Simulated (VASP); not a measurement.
# Cs2SnI6 (Fm-3m) in VASP: notebook

The runs below take Cs2SnI6 through relaxation of cell and atoms, with LDA, PBEsol.

Everything below comes from runs of VASP 6.6.1. Logs are shortened: lines on timing, memory, paths and dates and some standing lists are left out, and cuts for length are marked.

**1. The crystal as given**

It takes space group Fm-3m (No. 225, cubic). The conventional cell has a = 11.628 Å, b = 11.628 Å, c = 11.628 Å, α = 90.00°, β = 90.00°, γ = 90.00°. Around Cs (site symmetry -43m) lie 12 I at 4.11 Å. Sn (site symmetry m-3m) has 6 I at 2.85 Å as nearest neighbours. I (site symmetry 4mm) has 1 Sn at 2.85 Å as nearest neighbours.

**2. Relaxation of cell and atoms, LDA**

Contents of INCAR:

```
PREC     = Accurate       # precision mode
ENCUT    = 600            # plane-wave cutoff, eV
EDIFF    = 1E-6           # SCF threshold, eV
ISMEAR   = 0              # smearing method
SIGMA    = 0.03           # smearing width, eV
LREAL    = False          # projectors in reciprocal space
LASPH    = True           # aspherical terms in the spheres
NELM     = 80             # most SCF steps
ALGO     = Normal         # electronic algorithm
ISIF     = 3              # what is computed and relaxed
LWAVE    = False          # write WAVECAR
LCHARG   = False          # write CHGCAR
IBRION   = 2              # ionic algorithm
NSW      = 90             # ionic steps
EDIFFG   = -0.01          # ionic threshold
KPAR     = 2
```

Contents of KPOINTS:

```
regular mesh
0
Gamma
  6 6 6
```

Contents of POSCAR:

```
Cs2SnI6
1.0
    0.0000000000      5.8138000000      5.8138000000
    5.8138000000      0.0000000000      5.8138000000
    5.8138000000      5.8138000000      0.0000000000
Cs Sn I
2 1 6
Direct
    0.2500000000      0.2500000000      0.2500000000
    0.7500000000      0.7500000000      0.7500000000
    0.0000000000      0.0000000000      0.0000000000
    0.7546400000      0.2453600000      0.2453600000
    0.2453600000      0.7546400000      0.2453600000
    0.2453600000      0.7546400000      0.7546400000
    0.7546400000      0.2453600000      0.7546400000
    0.2453600000      0.2453600000      0.7546400000
    0.7546400000      0.7546400000      0.2453600000
```

Potentials or basis: VASP PAW LDA potentials, release 64 (Cs_sv, Sn_d, I).

The run is started by

```sh
> cat potpaw_LDA.64/Cs_sv/POTCAR potpaw_LDA.64/Sn_d/POTCAR potpaw_LDA.64/I/POTCAR > POTCAR
> mpirun -np 2 vasp_std > vasp.out
```

OUTCAR:

```text
PREC = Accurate
   ENCUT = 600
   EDIFF = 1E-6
   ISMEAR = 0
   LREAL = False
   LASPH = True
   NELM = 80
   ISIF = 3
   IBRION = 2
   NSW = 90
   EDIFFG = -0.01

 ion  position               nearest neighbor table
   1  0.250  0.250  0.250-
   2  0.750  0.750  0.750-
   3  0.000  0.000  0.000-   4 2.85   5 2.85   6 2.85   7 2.85   8 2.85   9 2.85
   4  0.755  0.245  0.245-   3 2.85
   5  0.245  0.755  0.245-   3 2.85
   6  0.245  0.755  0.755-   3 2.85
   7  0.755  0.245  0.755-   3 2.85
   8  0.245  0.245  0.755-   3 2.85
   9  0.755  0.755  0.245-   3 2.85

  LATTYP: Found a face centered cubic cell.
 ALAT       =    11.6276000000

  Lattice vectors:

 A1 = (   0.0000000000,   5.8138000000,   5.8138000000)
 A2 = (   5.8138000000,   0.0000000000,   5.8138000000)
 A3 = (   5.8138000000,   5.8138000000,   0.0000000000)

Analysis of symmetry for initial positions (statically):
=====================================================================
 Subroutine PRICEL returns:
 Original cell was already a primitive cell.

 Routine SETGRP: Setting up the symmetry group for a
 face centered cubic supercell.

 Subroutine GETGRP returns: Found 48 space group operations
 (whereof 48 operations were pure point group operations)
 out of a pool of 48 trial point group operations.

The static configuration has the point symmetry O_h .

Analysis of symmetry for dynamics (positions and initial velocities):
=====================================================================
 Subroutine PRICEL returns:
 Original cell was already a primitive cell.

 Routine SETGRP: Setting up the symmetry group for a
 face centered cubic supercell.

 Subroutine GETGRP returns: Found 48 space group operations
 (whereof 48 operations were pure point group operations)
 out of a pool of 48 trial point group operations.

The dynamic configuration has the point symmetry O_h .

 Subroutine INISYM returns: Found 48 space group operations
 (whereof 48 operations are pure point group operations),
 and found     1 'primitive' translations

----------------------------------------------------------------------------------------

                                     Primitive cell

  volume of cell :     393.0160

  direct lattice vectors                    reciprocal lattice vectors
     0.000000000  5.813800000  5.813800000    -0.086002270  0.086002270  0.086002270
     5.813800000  0.000000000  5.813800000     0.086002270 -0.086002270  0.086002270
     5.813800000  5.813800000  0.000000000     0.086002270  0.086002270 -0.086002270

  length of vectors
     8.221954809  8.221954809  8.221954809     0.148960302  0.148960302  0.148960302

  position of ions in fractional coordinates (direct lattice)
     0.250000000  0.250000000  0.250000000
     0.750000000  0.750000000  0.750000000
     0.000000000  0.000000000  0.000000000
     0.754640000  0.245360000  0.245360000
     0.245360000  0.754640000  0.245360000
     0.245360000  0.754640000  0.754640000
     0.754640000  0.245360000  0.754640000
     0.245360000  0.245360000  0.754640000
     0.754640000  0.754640000  0.245360000

  ion indices of the primitive-cell ions
   primitive index   ion index
                 1           1
                 2           2
                 3           3
                 4           4
                 5           5
                 6           6
                 7           7
                 8           8
                 9           9

----------------------------------------------------------------------------------------

 KPOINTS: regular mesh

Automatic generation of k-mesh.
 Grid dimensions read from file:
 generate k-points for:    6    6    6

 Generating k-lattice:

  Cartesian coordinates                     Fractional coordinates (reciprocal lattice)
    -0.014333712  0.014333712  0.014333712     0.166666667  0.000000000  0.000000000
     0.014333712 -0.014333712  0.014333712     0.000000000  0.166666667  0.000000000
     0.014333712  0.014333712 -0.014333712     0.000000000  0.000000000  0.166666667

  Length of vectors
     0.024826717  0.024826717  0.024826717

  Shift w.r.t. Gamma in fractional coordinates (k-lattice)
     0.000000000  0.000000000  0.000000000

 Subroutine IBZKPT returns following result:
 ===========================================

 Found     16 irreducible k-points:

 Following reciprocal coordinates:
            Coordinates               Weight
  0.000000  0.000000  0.000000      1.000000
  0.166667  0.000000  0.000000      8.000000
  0.333333  0.000000  0.000000      8.000000
  0.500000  0.000000  0.000000      4.000000
  0.166667  0.166667  0.000000      6.000000
  0.333333  0.166667  0.000000     24.000000
[... 8 lines left out ...]
 -0.333333  0.333333  0.166667     24.000000
 -0.333333  0.500000  0.166667     12.000000
   k-points           NKPTS =     16   k-points in BZ     NKDIM =     16   number of bands    NBANDS=     44
   number of dos      NEDOS =    301   number of ions     NIONS =      9
   total plane-waves  NPLWV = 343000
   dimension x,y,z NGX =    70 NGY =   70 NGZ =   70
   dimension x,y,z NGXF=   140 NGYF=  140 NGZF=  140
   ions per type =               2   1   6
   NGX,Y,Z   is equivalent  to a cutoff of  14.15, 14.15, 14.15 a.u.
   NGXF,Y,Z  is equivalent  to a cutoff of  28.31, 28.31, 28.31 a.u.
 SYSTEM =  unknown system
   PREC   = accura    normal or accurate (medium, high low for compatibility)
   ISTART =      0    job   : 0-new  1-cont  2-samecut
   ICHARG =      2    charge: 1-file 2-atom 10-const
   ISPIN  =      1    spin polarized calculation?
   LNONCOLLINEAR =      F non collinear calculations
   LSORBIT =      F    spin-orbit coupling
   LASPH  =      T    aspherical Exc in radial PAW
   ENCUT  =  600.0 eV  44.10 Ry    6.64 a.u.  16.42 16.42 16.42*2*pi/ulx,y,z
   NELM   =     80;   NELMIN=  2; NELMDL= -5     # of ELM steps
   EDIFF  = 0.1E-05   stopping-criterion for ELM
   LREAL  =      F    real-space projection
   EDIFFG = -.1E-01   stopping-criterion for IOM
   NSW    =     90    number of steps for IOM
   IBRION =      2    ionic relax: 0-MD 1-quasi-New 2-CG
   NFREE  =      1    steps in history (QN), initial steepest desc. (CG)
   ISIF   =      3    stress and relaxation
   ISYM   =      2    0-nonsym 1-usesym 2-fastsym
   POTIM  = 0.5000    time-step for ionic-motion
   TEBEG  =    0.0;   TEEND  =   0.0 temperature during run
   PSTRESS=    0.0 pullay stress
   NELECT =      74.0000    total number of electrons
   NUPDOWN=      -1.0000    fix difference up-down
   EMIN   =  10.00;   EMAX   =-10.00  energy-range for DOS
   EFERMI =   0.00;   METHOD = LEGACY
   ISMEAR =     0;   SIGMA  =   0.03  broadening in eV -4-tet -1-fermi 0-gaus
   EFERMI_NEDOS =   21; number of points for ismear=-14 and -15
   IALGO  =     38    algorithm
   IMIX   =      4    mixing-type and parameters
     AMIX     =   0.40;   BMIX     =  1.00
     AMIX_MAG =   1.60;   BMIX_MAG =  1.00
  volume/ion in A,a.u.               =      43.67       294.69
  Fermi-wavevector in a.u.,A,eV,Ry     =   0.938315  1.773158 11.979046  0.880435
  Thomas-Fermi vector in A             =   2.065514
   LORBIT       =      0    0 simple, 1 ext, 2 COOP (PROOUT), +10 PAW based schemes
   GGA     = CA    functional components
   LHFCALC =     F    Hartree Fock is set to
   AEXX    =    0.0000 exact exchange contribution
   IVDW    =     0    specifies the selected vdW correction
   LEPSILON=     F    determine dielectric tensor
   LRPA    =     F    only Hartree local field effects (RPA)
 conjugate gradient relaxation of ions
 non-spin polarized calculation
 Gauss-broadening in eV      SIGMA  =   0.03
  energy-cutoff  :      600.00
  volume of cell :      393.02
 maximum number of plane-waves:     13323
 NGX is ok and might be reduce to    70
   NGX = 33   NGY = 33   NGZ = 33

--------------------------------------- Ionic step        1  -------------------------------------------

 number of electron      73.9999996 magnetization

 Free energy of the ion-electron system (eV)
  ---------------------------------------------------
  ext. energy  EPLUGINS =         0.00000000
  ---------------------------------------------------
  free energy    TOTEN  =       -26.76404322 eV

  energy without entropy =      -26.76368545  energy(sigma->0) =      -26.76386433

------------------------ aborting loop because EDIFF is reached ----------------------------------------

  FORCE on cell =-STRESS in cart. coord.  units (eV):
  Direction    XX          YY          ZZ          XY          YZ          ZX
  --------------------------------------------------------------------------------------
  -------------------------------------------------------------------------------------
  Total       -2.2452387     -2.2452387     -2.2452387     -0.0000000      0.0000000      0.0000000
  in kB       -9.1529870     -9.1529870     -9.1529870     -0.0000000      0.0000000      0.0000000
  external PRESSURE =      -9.1529870 kB  Pullay stress =       0.0000000 kB
[... 329 lines left out ...]
  energy  without entropy=      -26.8928491138  energy(sigma->0) =      -26.89301892

--------------------------------------- Ionic step        9  -------------------------------------------

 number of electron      74.0000000 magnetization

 Free energy of the ion-electron system (eV)
  ---------------------------------------------------
  ext. energy  EPLUGINS =         0.00000000
  ---------------------------------------------------
  free energy    TOTEN  =       -26.89355859 eV

  energy without entropy =      -26.89321970  energy(sigma->0) =      -26.89338914

 E-fermi :   2.5980     XC(G=0):  -8.6789

 val. band max:        2.5780386747   @ k =   0.0000   0.0000   0.0000
 cond. band min:       2.6911526279   @ k =   0.1667   0.0000   0.0000
 fundamental gap:      0.1131139532
 Fermi energy:         2.5980439408

 k-point     1 :       0.0000    0.0000    0.0000
  band No.  band energies     occupation
      1     -18.8756      2.00000
      2     -18.8756      2.00000
      3     -18.8121      2.00000
      4     -18.8121      2.00000
      5     -18.8121      2.00000
      6     -17.7968      2.00000
[... 777 lines left out ...]
  FREE ENERGIE OF THE ION-ELECTRON SYSTEM (eV)
  ---------------------------------------------------
  free  energy   TOTEN  =       -26.8935585898 eV

  energy  without entropy=      -26.8932196986  energy(sigma->0) =      -26.89338914

 reached required accuracy - stopping structural energy minimisation
```

It took 21 min on 2 MPI ranks of Intel Xeon Platinum 8259CL at 2.50GHz (Skylake/Cascade Lake), shared host; peak memory 0.73 GiB.

Results:

| Item | Value |
| --- | --- |
| Free energy | -26.8936 eV |
| Relaxed volume | 40.04 Å³/atom |
| Relaxed cell | a = 7.988 Å, b = 7.988 Å, c = 7.988 Å, α = 60.00°, β = 60.00°, γ = 60.00° |
| Space group after relaxing (to 0.05 Å) | Fm-3m (No. 225) |
| Energy gained by relaxing | 14.4 meV/atom |
| Ionic steps | 9 |
| Pressure after relaxing | 0.0 GPa |
| Largest force after relaxing | 0.006 eV/Å |
| Band gap on the k mesh | none (metal or under the smearing width) |

Forces in eV/Å, atoms in the order of the input:
```
Cs   0.000  0.000  0.000
Cs   0.000  0.000  0.000
Sn   0.000  0.000  0.000
I    0.006  0.000  0.000
I    0.000  0.006  0.000
I   -0.006  0.000  0.000
I    0.000 -0.006  0.000
I    0.000  0.000  0.006
I    0.000  0.000 -0.006
```

Step by step:
```tsv
step	energy change (eV)	largest force (eV/Å)	pressure (GPa)	volume (Å³)
1	0.0000	0.0833	-0.92	393.02
2	-0.0538	0.2702	-0.18	379.00
3	-0.0578	0.3324	0.07	374.73
4	-0.0891	0.2553	0.05	370.56
5	-0.1281	0.0594	0.09	360.52
6	-0.1290	0.0205	0.11	358.61
7	-0.1290	0.0270	0.11	358.93
8	-0.1291	0.0127	-0.10	361.61
9	-0.1295	0.0055	0.00	360.36
```

Final structure:
```
Cs Sn I
1.0
     0.00000    5.64809    5.64809
     5.64809    0.00000    5.64809
     5.64809    5.64809    0.00000
Cs Sn I
2 1 6
Direct
  0.25000 0.25000 0.25000
  0.75000 0.75000 0.75000
  0.00000 0.00000 0.00000
  0.74794 0.25206 0.25206
  0.25206 0.74794 0.25206
  0.25206 0.74794 0.74794
  0.74794 0.25206 0.74794
  0.25206 0.25206 0.74794
  0.74794 0.74794 0.25206
```

Spin-orbit coupling is left out, which matters for the levels of Cs, I. LDA usually gives volumes a few per cent too small.

(Part 1 of 2 ends here.)
